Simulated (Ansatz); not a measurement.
C under changes of volume

One of the cells (5.672 Å³/atom); the others are scaled copies at fixed shape and fractional positions:

```xyz
2
Lattice="0.0000 1.7834 1.7834 1.7834 0.0000 1.7834 1.7834 1.7834 0.0000" Properties=species:S:1:pos:R:3 pbc="T T T"
C     2.6751    2.6751    2.6751
C     1.7834    1.7834    1.7834
```

This isn't the form of C at room conditions, which is graphite.

* Program: Ansatz 0.2.0
* Functional: r2SCAN
* Dispersion: rVV10
* Potentials or basis: Ansatz PAW
* Cutoff: 500 eV (not typed: the program's choice for these potentials)
* k mesh: 13 × 13 × 13
* Occupations: fermi-dirac, width 0.05 eV
* Spin: no spin polarisation

| volume (Å³/atom) | energy over the lowest point (meV/atom) | pressure (GPa) | gap on the mesh (eV) |
| --- | --- | --- | --- |
| 5.332 | 23.88 | 27.3 | 4.48 |
| 5.445 | ? | ? | ? |
| 5.558 | 0.87 | 5.9 | 4.38 |
| 5.672 | 0.00 | -3.3 | 4.33 |
| 5.785 | 5.39 | -11.8 | 4.29 |
| 5.899 | 16.48 | -19.4 | 4.24 |
| 6.012 | 32.75 | -26.4 | 4.20 |

Q: What does the run at 5.445 Å³/atom give?

A: Energy over the lowest point 8.60 meV/atom; pressure 16.1 GPa; gap on the mesh 4.43 eV.

Worked out: A Birch-Murnaghan fit of order 3 (a polynomial in V^(-2/3)) to the other rows has its minimum at 5.63 Å³/atom with B0 = V·E''(V) = 454 GPa and B' = 3.7. It gives 8.62 meV/atom at 5.445 Å³/atom, against the run's 8.60, and -dE/dV = 16.1 GPa, against 16.1. A straight line through the other rows of the gap, of slope -2.34 eV per unit of ln V, gives 4.43 eV, against the run's 4.43.

Energies are extrapolated to zero smearing.

Caveats: odd divisions of the mesh miss points on the zone boundary, where band edges often lie, so the gap on the mesh can be too wide; the PAW data sets come from PBE, with cores solved anew for the run's functional, which leaves a small shift of forces and pressure.

A mesh can miss the band edges.
